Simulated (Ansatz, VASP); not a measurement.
## Sr: VASP beside Ansatz

```
Sr
1.0
     0.00000    3.05445    3.05445
     3.05445    0.00000    3.05445
     3.05445    3.05445    0.00000
Sr
1
Direct
  0.00000 0.00000 0.00000
```

Alike in both runs: functional r2SCAN; k mesh 12 × 12 × 12; occupations fermi-dirac, width 0.15 eV; no spin polarisation.

Ansatz relaxed the structure, and its values are those at the end. VASP's run is a single point on that final structure, the one shown.

|  | VASP | Ansatz |
| --- | --- | --- |
| version | VASP 6.6.1 | Ansatz 0.2.0 |
| potentials or method | VASP PAW PBE potentials, release 64 (Sr_sv) | scalar-relativistic, plane waves, PAW |
| plane-wave cutoff (eV) | 520 | 500 |
| valence electrons in the cell | 10 | 10 |

```csv
,VASP,Ansatz,Ansatz less VASP
gap on the k mesh at the Fermi level (eV),none,none,-
pressure (GPa),0.0,0.0,-0.01
```

A gap of «none» marks a metal or a gap that the smearing closes. The functional is the same, so the differences come from potentials, cutoffs and numerics.

Caveats: the PAW data sets were made with another functional, which shifts forces and pressure a little (VASP).
